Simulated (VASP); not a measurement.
# Si (Fd-3m) in VASP: further runs, part 2 of 2

VASP 6.6.1. The steps go on from the part before.

**5. Single point, PBE (grid = ENCUT=350 dk=0.35 cell=2x2x2 ISMEAR=0 SIGMA=0.05 LREAL=Auto EDIFF=1e-06)**

File INCAR:

```
PREC = Accurate
ENCUT = 350
EDIFF = 1E-6
ISMEAR = 0
SIGMA = 0.05
LREAL = Auto
LASPH = T
NELM = 120
ALGO = Fast
ISIF = 2
LWAVE = F
LCHARG = F
GGA = PE
NBANDS = 40
```

File KPOINTS:

```
regular mesh
0
Gamma
  3 3 3
```

File POSCAR:

```
Si
1.0
    0.0000000000      5.4437023730      5.4437023730
    5.4437023730      0.0000000000      5.4437023730
    5.4437023730      5.4437023730      0.0000000000
Si
16
Direct
    0.2500000000      0.2500000000      0.2500000000
    0.2500000000      0.2500000000      0.7500000000
    0.2500000000      0.7500000000      0.2500000000
    0.2500000000      0.7500000000      0.7500000000
    0.7500000000      0.2500000000      0.2500000000
    0.7500000000      0.2500000000      0.7500000000
    0.7500000000      0.7500000000      0.2500000000
    0.7500000000      0.7500000000      0.7500000000
    0.3750000000      0.3750000000      0.3750000000
    0.3750000000      0.3750000000      0.8750000000
    0.3750000000      0.8750000000      0.3750000000
    0.3750000000      0.8750000000      0.8750000000
    0.8750000000      0.3750000000      0.3750000000
    0.8750000000      0.3750000000      0.8750000000
    0.8750000000      0.8750000000      0.3750000000
    0.8750000000      0.8750000000      0.8750000000
```

Potentials or basis: VASP PAW PBE potentials, release 64 (Si).

Launch:

```bash
$ cat potpaw_PBE.64/Si/POTCAR > POTCAR
$ mpirun -np 1 vasp_std > vasp.out
```

OUTCAR:

```text
PREC = Accurate
   ENCUT = 350
   EDIFF = 1E-6
   ISMEAR = 0
   LREAL = Auto
   LASPH = T
   NELM = 120
   ISIF = 2
   GGA = PE

 Found      4 irreducible k-points:

 Following reciprocal coordinates:
            Coordinates               Weight
  0.000000  0.000000  0.000000      1.000000
  0.333333  0.000000  0.000000      8.000000
  0.333333  0.333333  0.000000      6.000000
 -0.333333  0.333333  0.000000     12.000000
   k-points           NKPTS =      4   k-points in BZ     NKDIM =      4   number of bands    NBANDS=     40
   number of dos      NEDOS =    301   number of ions     NIONS =     16
   total plane-waves  NPLWV = 110592
   dimension x,y,z NGX =    48 NGY =   48 NGZ =   48
   dimension x,y,z NGXF=    96 NGYF=   96 NGZF=   96
   ions per type =              16
   NGX,Y,Z   is equivalent  to a cutoff of  10.37, 10.37, 10.37 a.u.
   NGXF,Y,Z  is equivalent  to a cutoff of  20.73, 20.73, 20.73 a.u.
 SYSTEM =  unknown system
   PREC   = accura    normal or accurate (medium, high low for compatibility)
   ISTART =      0    job   : 0-new  1-cont  2-samecut
   ICHARG =      2    charge: 1-file 2-atom 10-const
   ISPIN  =      1    spin polarized calculation?
   LNONCOLLINEAR =      F non collinear calculations
   LSORBIT =      F    spin-orbit coupling
   LASPH  =      T    aspherical Exc in radial PAW
   ENCUT  =  350.0 eV  25.72 Ry    5.07 a.u.  11.74 11.74 11.74*2*pi/ulx,y,z
   NELM   =    120;   NELMIN=  2; NELMDL= -5     # of ELM steps
   EDIFF  = 0.1E-05   stopping-criterion for ELM
   LREAL  =      T    real-space projection
   EDIFFG = 0.1E-04   stopping-criterion for IOM
   NSW    =      0    number of steps for IOM
   IBRION =     -1    ionic relax: 0-MD 1-quasi-New 2-CG
   NFREE  =      0    steps in history (QN), initial steepest desc. (CG)
   ISIF   =      2    stress and relaxation
   ISYM   =      2    0-nonsym 1-usesym 2-fastsym
   POTIM  = 0.5000    time-step for ionic-motion
   TEBEG  =    0.0;   TEEND  =   0.0 temperature during run
   PSTRESS=    0.0 pullay stress
   NELECT =      64.0000    total number of electrons
   NUPDOWN=      -1.0000    fix difference up-down
   EMIN   =  10.00;   EMAX   =-10.00  energy-range for DOS
   EFERMI =   0.00;   METHOD = LEGACY
   ISMEAR =     0;   SIGMA  =   0.05  broadening in eV -4-tet -1-fermi 0-gaus
   EFERMI_NEDOS =   21; number of points for ismear=-14 and -15
   IALGO  =     68    algorithm
   IMIX   =      4    mixing-type and parameters
     AMIX     =   0.40;   BMIX     =  1.00
     AMIX_MAG =   1.60;   BMIX_MAG =  1.00
  volume/ion in A,a.u.               =      20.16       136.08
  Fermi-wavevector in a.u.,A,eV,Ry     =   0.954766  1.804247 12.402783  0.911579
  Thomas-Fermi vector in A             =   2.083543
   LORBIT       =      0    0 simple, 1 ext, 2 COOP (PROOUT), +10 PAW based schemes
   GGA     = PE    functional components
   LHFCALC =     F    Hartree Fock is set to
   AEXX    =    0.0000 exact exchange contribution
   IVDW    =     0    specifies the selected vdW correction
   LEPSILON=     F    determine dielectric tensor
   LRPA    =     F    only Hartree local field effects (RPA)
 non-spin polarized calculation
 RMM-DIIS sequential band-by-band and
 Gauss-broadening in eV      SIGMA  =   0.05
  energy-cutoff  :      350.00
  volume of cell :      322.64
 maximum number of plane-waves:      4813
   NGX = 23   NGY = 23   NGZ = 23

 number of electron      63.9999991 magnetization

 Free energy of the ion-electron system (eV)
  ---------------------------------------------------
  ext. energy  EPLUGINS =         0.00000000
  ---------------------------------------------------
  free energy    TOTEN  =       -86.58080438 eV

  energy without entropy =      -86.58080438  energy(sigma->0) =      -86.58080438

 E-fermi :   5.9879     XC(G=0):  -9.3763

 val. band max:        5.7626640045   @ k =   0.0000   0.0000   0.0000
 cond. band min:       6.4855991856   @ k =   0.0000   0.0000   0.0000
 fundamental gap:      0.7229351811
 Fermi energy:         5.9879351855

 k-point     1 :       0.0000    0.0000    0.0000
  band No.  band energies     occupation
      1      -6.1484      2.00000
      2      -3.8345      2.00000
      3      -3.8345      2.00000
      4      -3.8345      2.00000
      5      -3.8345      2.00000
      6      -2.0292      2.00000
[... 32 lines left out ...]
     39       7.2769      0.00000
[... 128 lines left out ...]
     39       9.1263      0.00000
     40       9.2161      0.00000

------------------------ aborting loop because EDIFF is reached ----------------------------------------

  FORCE on cell =-STRESS in cart. coord.  units (eV):
  Direction    XX          YY          ZZ          XY          YZ          ZX
  --------------------------------------------------------------------------------------
  -------------------------------------------------------------------------------------
  Total        2.6052969      2.6052969      2.6052969      0.0000000      0.0000000      0.0000000
  in kB       12.9376291     12.9376291     12.9376291      0.0000000      0.0000000      0.0000000
  external PRESSURE =      12.9376291 kB  Pullay stress =       0.0000000 kB

 VOLUME and BASIS-vectors are now :
 -----------------------------------------------------------------------------
  energy-cutoff  :      350.00
  volume of cell :      322.64
      direct lattice vectors                 reciprocal lattice vectors
     0.000000000  5.443702373  5.443702373    -0.091849254  0.091849254  0.091849254
     5.443702373  0.000000000  5.443702373     0.091849254 -0.091849254  0.091849254
     5.443702373  5.443702373  0.000000000     0.091849254  0.091849254 -0.091849254

 POSITION                                       TOTAL-FORCE (eV/Angst)
 -----------------------------------------------------------------------------------
      2.72185      2.72185      2.72185        -0.000000      0.000000     -0.000000
      5.44370      5.44370      2.72185        -0.000000     -0.000000     -0.000000
      5.44370      2.72185      5.44370        -0.000000      0.000000     -0.000000
      8.16555      5.44370      5.44370        -0.000000     -0.000000     -0.000000
      2.72185      5.44370      5.44370        -0.000000      0.000000     -0.000000
      5.44370      8.16555      5.44370        -0.000000     -0.000000     -0.000000
[... 8 lines left out ...]
      6.80463      6.80463      9.52648         0.000000      0.000000      0.000000
      9.52648      9.52648      9.52648         0.000000     -0.000000      0.000000
 -----------------------------------------------------------------------------------
    total drift:                               -0.000000      0.000000     -0.000000

  FREE ENERGIE OF THE ION-ELECTRON SYSTEM (eV)
  ---------------------------------------------------
  free  energy   TOTEN  =       -86.5808043823 eV

  energy  without entropy=      -86.5808043823  energy(sigma->0) =      -86.58080438
```

OSZICAR:

```text
N       E                     dE             d eps       ncg     rms          rms(c)
DAV:   1     0.132008576531E+03    0.13201E+03   -0.19586E+04   320   0.965E+02
DAV:   2    -0.771617539682E+02   -0.20917E+03   -0.19908E+03   400   0.163E+02
DAV:   3    -0.877410033866E+02   -0.10579E+02   -0.10383E+02   400   0.363E+01
[... 12 lines left out ...]
RMM:  16    -0.865808036513E+02    0.33475E-05   -0.70864E-06   294   0.109E-02    0.151E-01
RMM:  17    -0.865808083856E+02   -0.47344E-05   -0.11745E-05   338   0.147E-02    0.505E-02
RMM:  18    -0.865808068400E+02    0.15456E-05   -0.18630E-06   227   0.732E-03    0.121E-02
RMM:  19    -0.865808053035E+02    0.15366E-05   -0.80384E-07   208   0.406E-03    0.637E-03
RMM:  20    -0.865808043823E+02    0.92114E-06   -0.82014E-07   204   0.369E-03
   1 F= -.86580804E+02 E0= -.86580804E+02  d E =-.479146E-11
```

stdout:

```text
POSCAR found type information on POSCAR Si
 POSCAR found :  1 types and      16 ions
 scaLAPACK will be used
 LDA part: xc-table for (Slater+PW92), standard interpolation
 POSCAR, INCAR and KPOINTS ok, starting setup
 FFT: planning ... GRIDC
 FFT: planning ... GRID_SOFT
 FFT: planning ... GRID
 WAVECAR not read
 entering main loop
```

It took 40 s on 1 thread of AMD EPYC 9R45 (Zen 5), shared host; peak memory 0.27 GiB.

These settings aren't checked as converged: the numbers below hold their error.

Results:

- Free energy: -86.5808 eV
- Pressure: 1.3 GPa
- Band gap on the k mesh: 0.72 eV

Caveat: an odd mesh through Γ misses points on the zone boundary, where band edges often lie.

**6. For comparison**

An earlier run on the cell as given: functional PBE; potentials or basis VASP PAW PBE potentials, release 64 (Si); cutoff 520 eV; k mesh 8 × 8 × 8; occupations fermi-dirac, width 0.05 eV; no spin polarisation.

- Pressure: 1.3 GPa
- Band gap on the k mesh: 0.63 eV, indirect (least direct gap 2.56 eV)
